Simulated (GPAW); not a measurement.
Runs of GPAW 26.7.0 on LiCl. Symmetry: Fm-3m, No. 225, cubic system. Conventional cell: a = 5.130 Å, b = 5.130 Å, c = 5.130 Å, α = 90.00°, β = 90.00°, γ = 90.00°. Cl (site symmetry m-3m) is surrounded by 6 Li at 2.56 Å. Around Li (site symmetry m-3m) lie 6 Cl at 2.56 Å. 

```tsv
task	level	potentials or basis	cell	k mesh	cutoff (eV)	smearing	maxiter	optimizer	fmax	max steps	convergence	gap on the mesh (eV)	pressure (GPa)	relaxed volume (Å³/atom)
relaxation of cell and atoms	PBEsol+D4	PAW data sets generated in the run's folder for this functional, pw	relaxed	9 × 9 × 9	800	fermi-dirac 0.05 eV	150	BFGS	0.02 eV/Å	60	density=1e-05 forces=0.0001	6.47	0.1	15.92
relaxation of cell and atoms	PBEsol+D3(BJ)	PAW data sets generated in the run's folder for this functional, pw	relaxed	9 × 9 × 9	800	fermi-dirac 0.05 eV	150	BFGS	0.02 eV/Å	60	density=1e-05 forces=0.0001	6.66	0.0	15.44
single point	PBE	GPAW PAW data sets (gpaw-data 1.2.1), pw	as given	7 × 7 × 7	600	fermi-dirac 0.05 eV	120	-	-	-	default	6.32	0.4	-
single point	PBEsol	PAW data sets generated in the run's folder for this functional, pw	as given	9 × 9 × 9	800	fermi-dirac 0.05 eV	150	-	-	-	-	6.12	-1.2	-
single point	PBEsol	PAW data sets generated in the run's folder for this functional, pw	atoms moved at random, drawn with an rms of 0.05 Å	9 × 9 × 9	800	fermi-dirac 0.05 eV	150	-	-	-	-	6.11	-1.0	-
dielectric tensor	PBE	GPAW PAW data sets (gpaw-data 1.2.1), pw	as given	7 × 7 × 7	600	fermi-dirac 0.001 eV	150	-	-	-	-	6.32	-	-
dielectric tensor	LDA	the program's PAW data sets (release 1.2.1) made for this functional, pw	as given	7 × 7 × 7	600	fermi-dirac 0.001 eV	150	-	-	-	-	5.99	-	-
relaxation of cell and atoms	PBEsol	PAW data sets generated in the run's folder for this functional, pw	relaxed	9 × 9 × 9	800	fermi-dirac 0.05 eV	150	BFGS	0.02 eV/Å	60	density=1e-05 forces=0.0001	6.34	0.1	16.25
relaxation of cell and atoms	PBEsol+D3(BJ)+ATM	PAW data sets generated in the run's folder for this functional, pw	relaxed	9 × 9 × 9	800	fermi-dirac 0.05 eV	150	BFGS	0.02 eV/Å	60	density=1e-05 forces=0.0001	6.61	0.0	(a)
single point	LDA	the program's PAW data sets (release 1.2.1) made for this functional, pw	as given	7 × 7 × 7	600	fermi-dirac 0.05 eV	120	-	-	-	default	5.99	-2.9	-
relaxation of cell and atoms	PBEsol+D3	PAW data sets generated in the run's folder for this functional, pw	relaxed	9 × 9 × 9	800	fermi-dirac 0.05 eV	150	BFGS	0.02 eV/Å	60	density=1e-05 forces=0.0001	6.55	0.2	(b)
```

Alike in all rows: no spin polarisation.

Question: Fill in the values left out.

Answer: (a) 15.56; (b) 15.70.

Caveats: an odd mesh through Γ misses points on the zone boundary, where band edges often lie; later steps reuse the first step's grids (some runs); the cutoff is short for stress and forces, so pressures can be off by a GPa or more (some runs); the long-wavelength limit can be off by a per cent or two (some runs).
